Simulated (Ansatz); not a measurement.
## HfO2 with one atom moved — quadrupolar parameters

The cell is a structure deposited in the COD, relaxed with PBE at fixed cell and then changed (atom 4 (Hf) moved by 0.10 Å).

```
CELL_PARAMETERS angstrom
5.11800 0.00000 0.00000
0.00000 5.18570 0.00000
-0.85866 0.00000 5.21387
ATOMIC_POSITIONS crystal
Hf 0.27670 0.04188 0.20813
Hf 0.72330 0.54188 0.29187
Hf 0.72330 0.95812 0.79187
Hf 0.28501 0.44672 0.72248
O 0.44655 0.75838 0.48027
O 0.55345 0.25838 0.01973
O 0.55345 0.24162 0.51973
O 0.44655 0.74162 0.98027
O 0.07264 0.33925 0.33895
O 0.92736 0.83925 0.16105
O 0.92736 0.66075 0.66105
O 0.07264 0.16075 0.83895
```

Sites (sets of like atoms) are named by element and the number of their first atom in this list.

Level of theory: DFT, PBE, plane waves and PAW, scalar-relativistic, 420 eV cutoff, Γ-centred 4×4×4 k-points, Fermi–Dirac smearing 0.02 eV (Ansatz 0.2.0).

V_zz is the principal component of the electric field gradient with the largest magnitude, η = (V_xx − V_yy)/V_zz and C_Q = eQV_zz/h.

¹⁷⁹Hf: I = 9/2, Q = 3793 mb; 17O: I = 5/2, Q = -25.58 mb. Q values from Pyykkö, Mol. Phys. 116, 1328 (2018).

```csv
site,atoms (order as listed),first shell,V_zz (10²¹ V/m²),η,C_Q (MHz)
Hf1,1,7 O at 2.04–2.24 Å,12.94,0.27,1187
Hf2,2,7 O at 2.04–2.24 Å,12.89,0.11,1182
Hf3,3,7 O at 2.04–2.24 Å,12.72,0.17,1166
Hf4,4,7 O at 1.99–2.30 Å,15.72,0.17,1442
O5,5,4 Hf at 2.14–2.30 Å,1.18,0.89,-0.733
O6,6,4 Hf at 2.14–2.23 Å,-1.27,0.85,0.786
O7,7,4 Hf at 2.14–2.24 Å,1.29,0.46,-0.800
O8,8,4 Hf at 2.12–2.24 Å,-1.36,0.58,0.840
O9,9,3 Hf at 2.04–2.21 Å,-1.51,0.34,0.934
O10,10,3 Hf at 2.04–2.15 Å,-1.37,0.95,0.847
O11,11,3 Hf at 2.04–2.15 Å,-1.45,0.70,0.899
O12,12,3 Hf at 1.99–2.15 Å,-1.19,0.70,0.733
```

Without spin–orbit coupling the gradients at and beside Hf can be off by some per cent, at some sites by more. The atoms aren't relaxed after the move (largest force 2.2 eV/Å). Where η is near 1 the sign of V_zz means little.
